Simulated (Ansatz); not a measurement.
MgF2 built on the rutile prototype, relaxed with r2SCAN in the plane-wave code Ansatz. It is tetragonal, P4_2/mnm (No. 136); conventional cell a = 4.622 Å, c = 3.046 Å, 10.85 Å³ an atom. Mg is surrounded by 6 F at 1.98–1.99 Å; F is surrounded by 3 Mg at 1.98–1.99 Å.

The axes x, y and z are those of this cell:
```xyz
6
Lattice="4.6220 0.0000 0.0000 0.0000 4.6220 0.0000 0.0000 0.0000 3.0461" Properties=species:S:1:pos:R:3 pbc="T T T"
Mg    0.0000    0.0000    0.0000
Mg    2.3110    2.3110    1.5231
F     1.4002    1.4002    0.0000
F     0.9108    3.7113    1.5231
F     3.7113    0.9108    1.5231
F     3.2218    3.2218    0.0000
```

Unstrained: The PBE gap is direct at Γ: 7.159 eV. The r2SCAN gap is direct at Γ: 8.071 eV. HSE06 gives a direct gap of 9.471 eV at Γ. Meshes: PBE 6×6×8, r2SCAN 6×6×8, HSE06 4×4×6. Strains are changes of length per length. After each strain the atoms were relaxed again with r2SCAN in this cell and within any symmetry left, so distortions that break it or need a larger cell weren't tested; points keep the names that they have in the unstrained zone. Spin-unpolarised throughout; all numbers are computed.

**Question.** Estimate what epitaxial +1.0 % in the xy plane, free normal strain -0.61 % does to the gap.

**Answer.** PBE: the gap goes from 7.159 to 7.084 eV (-0.075 eV). r2SCAN: the gap goes from 8.071 to 7.996 eV (-0.075 eV). HSE06: the gap goes from 9.471 to 9.393 eV (-0.078 eV). The r2SCAN energy rises by 1.3 meV an atom.

**Question.** Estimate what epitaxial +3.0 % in the xy plane, free normal strain -1.66 % does to the gap.

**Answer.** PBE: the gap goes from 7.159 to 6.930 eV (-0.229 eV). r2SCAN: the gap goes from 8.071 to 7.841 eV (-0.230 eV). HSE06: the gap goes from 9.471 to 9.231 eV (-0.240 eV). The r2SCAN energy rises by 11.3 meV an atom.

**Question.** For epitaxial -2.0 % in the xy plane, how far does the free direction move, and what happens to the gap?

**Answer.** The normal strain at zero normal stress is +1.37 %, 0.69 of the in-plane strain with the sign turned. PBE: the gap goes from 7.159 to 7.300 eV (+0.142 eV). r2SCAN: the gap goes from 8.071 to 8.212 eV (+0.141 eV). HSE06: the gap goes from 9.471 to 9.619 eV (+0.147 eV).

**Question.** Apply epitaxial +2.0 % in the xy plane, free normal strain -1.16 %. How far does the gap move, against the unstrained cell?

**Answer.** PBE: the gap goes from 7.159 to 7.006 eV (-0.152 eV). r2SCAN: the gap goes from 8.071 to 7.918 eV (-0.153 eV). HSE06: the gap goes from 9.471 to 9.312 eV (-0.159 eV). The r2SCAN energy rises by 5.2 meV an atom.

**Question.** For epitaxial -4.0 % in the xy plane, how far does the free direction move, and what happens to the gap?

**Answer.** The normal strain at zero normal stress is +2.89 %, 0.72 of the in-plane strain with the sign turned. PBE: the gap goes from 7.159 to 7.434 eV (+0.275 eV). r2SCAN: the gap goes from 8.071 to 8.344 eV (+0.273 eV). HSE06: the gap goes from 9.471 to 9.757 eV (+0.285 eV).

**Question.** For epitaxial +4.0 % in the xy plane, how far does the free direction move, and what happens to the gap?

**Answer.** The normal strain at zero normal stress is -2.12 %, 0.53 of the in-plane strain with the sign turned. PBE: the gap goes from 7.159 to 6.854 eV (-0.305 eV). r2SCAN: the gap goes from 8.071 to 7.763 eV (-0.307 eV). HSE06: the gap goes from 9.471 to 9.151 eV (-0.321 eV).

**Question.** Estimate what epitaxial -3.0 % in the xy plane, free normal strain +2.10 % does to the gap.

**Answer.** PBE: the gap goes from 7.159 to 7.370 eV (+0.211 eV). r2SCAN: the gap goes from 8.071 to 8.280 eV (+0.210 eV). HSE06: the gap goes from 9.471 to 9.690 eV (+0.219 eV). The r2SCAN energy rises by 12.8 meV an atom.

**Question.** For epitaxial -1.0 % in the xy plane, how far does the free direction move, and what happens to the gap?

**Answer.** The normal strain at zero normal stress is +0.66 %, 0.66 of the in-plane strain with the sign turned. PBE: the gap goes from 7.159 to 7.231 eV (+0.073 eV). r2SCAN: the gap goes from 8.071 to 8.143 eV (+0.072 eV). HSE06: the gap goes from 9.471 to 9.547 eV (+0.076 eV).

The meshes of the hybrids are coarse, so their gaps aren't converged to the digits shown.
